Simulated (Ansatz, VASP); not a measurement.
One calculation of H, two programs

```
CELL_PARAMETERS angstrom
1.66581 -2.74695 -0.00524
1.61134 2.71408 0.00071
-0.00869 0.00688 6.29344
ATOMIC_POSITIONS crystal
H 0.56625 0.42065 0.99773
H 0.42584 0.54624 0.00699
H 0.40303 0.56025 0.50085
H 0.57706 0.40486 0.50551
```

Change from the starting cell: kmesh displaced: [6, 6, 4] Gamma-centred.

Alike in both runs: task single point; functional PBE; k mesh 6 × 6 × 4; occupations gaussian, width 0.02 eV; no spin polarisation.

|  | VASP | Ansatz |
| --- | --- | --- |
| version | VASP 6.6.1 | Ansatz 0.2.0 |
| potentials or method | VASP PAW PBE potentials, release 64 (H) | scalar-relativistic, plane waves, PAW |
| plane-wave cutoff (eV) | 520 | 420 |
| valence electrons in the cell | 4 | 4 |

Ansatz gave:

| Quantity | Value |
| --- | --- |
| gap on the k mesh at the Fermi level (eV) | 6.91 |
| least direct gap on the mesh (eV) | 6.91 |
| pressure (GPa) | -2.0 |
| largest component of the traceless stress (GPa) | 4.71 |
| rms of the force components (eV/Å) | 1.385 |

**Question.** What did VASP give for the same quantities?

**Answer.** gap on the k mesh at the Fermi level (eV): 6.91; least direct gap on the mesh (eV): 6.91; pressure (GPa): -2.2; largest component of the traceless stress (GPa): 4.73; rms of the force components (eV/Å): 1.383.

Atom by atom the forces differ by 0.006 eV/Å (rms over components). With one functional, cell and mesh, what is left measures potentials, basis and numerics.

Caveats: forces of over 1 eV/Å show positions far from the minimum, so gaps and moduli don't describe the material at rest. A k mesh can miss the band edges.
